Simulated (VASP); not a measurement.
Wanted: the native input for a VASP 6.6.1 run.

```
Task                   : relaxation of cell and atoms
Functional             : PBEsol
Potentials or basis    : VASP PAW PBE potentials, release 64 (W_sv, Se)
Cutoff                 : 600 eV
k mesh                 : 9 × 9 × 2
Occupations            : gaussian, width 0.03 eV
Spin                   : no spin polarisation
Further INCAR settings : ALGO = Normal; EDIFF = 1e-07; IBRION = 2; EDIFFG = -0.005; NSW = 90; ISIF = 3
```

The structure of WSe2 lies in POSCAR:

```
WSe2                                    
1.0
    3.2735688133      0.0000000000      0.0000000000
   -1.6367844067      2.8349937534     -0.0000000000
   -0.0000000000     -0.0000000000     13.2201679596
  W               Se            
     2     4
Direct
     0.3333333332999970    0.6666666667000030    0.2500000000000000
     0.6666666667000030    0.3333333332999970    0.7500000000000000
     0.3333333332999970    0.6666666667000030    0.6231728638109019
     0.6666666667000030    0.3333333332999970    0.1231728638109017
     0.3333333332999970    0.6666666667000030    0.8768271361890981
     0.6666666667000030    0.3333333332999970    0.3768271361890984
```

The input as run:

INCAR

```
PREC = Accurate
ENCUT = 600
EDIFF = 1E-7
ISMEAR = 0
SIGMA = 0.03
LREAL = False
LASPH = True
NELM = 80
ALGO = Normal
ISIF = 3
LWAVE = False
LCHARG = False
GGA = PS
IBRION = 2
NSW = 90
EDIFFG = -0.005
KPAR = 2
```

KPOINTS

```
regular mesh
0
Gamma
  9 9 2
```

Potentials or basis: VASP PAW PBE potentials, release 64 (W_sv, Se).

Launch:

```sh
$ cat potpaw_PBE.64/W_sv/POTCAR potpaw_PBE.64/Se/POTCAR > POTCAR
$ mpirun -np 2 vasp_std > vasp.out
```

Results of the run:

The pressure after relaxing is 0.0 GPa. The band gap on the k mesh is 1.13 eV, indirect (least direct gap 1.59 eV).

Caveat: the relaxation stopped at its first step, so nothing moved; the PAW data sets were made with another functional, which shifts forces and pressure a little; spin-orbit coupling is left out, which moves the levels of the heavy elements; an odd mesh through Γ misses points on the zone boundary, where band edges often lie; this functional lacks dispersion, which binds the layers, so the pressure and a relaxed spacing across them are unreliable.

Wall time 32 s on 2 MPI ranks on Intel(R) Xeon(R) 6975P-C (Granite Rapids), on a shared host, peak memory 0.32 GiB a rank.
